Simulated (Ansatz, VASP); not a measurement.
# One calculation of NaF, two programs

```
Na F
1.0
    -0.07474    2.22251    2.22251
     2.22251   -0.07474    2.22251
     2.22251    2.22251   -0.07474
Na F
1 1
Direct
  0.00000 0.00000 0.00000
  0.50000 0.50000 0.50000
```

Change from the starting cell: shear_111 strain -4.9%.

Alike in both runs: task single point; functional PBE; k mesh 10 × 10 × 10; occupations fermi-dirac, width 0.02 eV; no spin polarisation.

|  | VASP | Ansatz |
| --- | --- | --- |
| version | VASP 6.6.1 | Ansatz 0.2.0 |
| potentials or method | VASP PAW PBE potentials, release 64 (Na_pv, F) | plane waves, PAW |
| plane-wave cutoff (eV) | 520 | 420 |
| valence electrons in the cell | 14 | 16 |

|  | VASP | Ansatz | Ansatz less VASP |
| --- | --- | --- | --- |
| gap on the k mesh at the Fermi level (eV) | 6.63 | 6.64 | +0.018 |
| pressure (GPa) | 6.9 | 6.9 | +0.04 |
| largest component of the traceless stress (GPa) | 0.80 | 0.80 | +0.003 |

The two sets of potentials don't hold the same shells in valence.

A k mesh can miss the band edges.
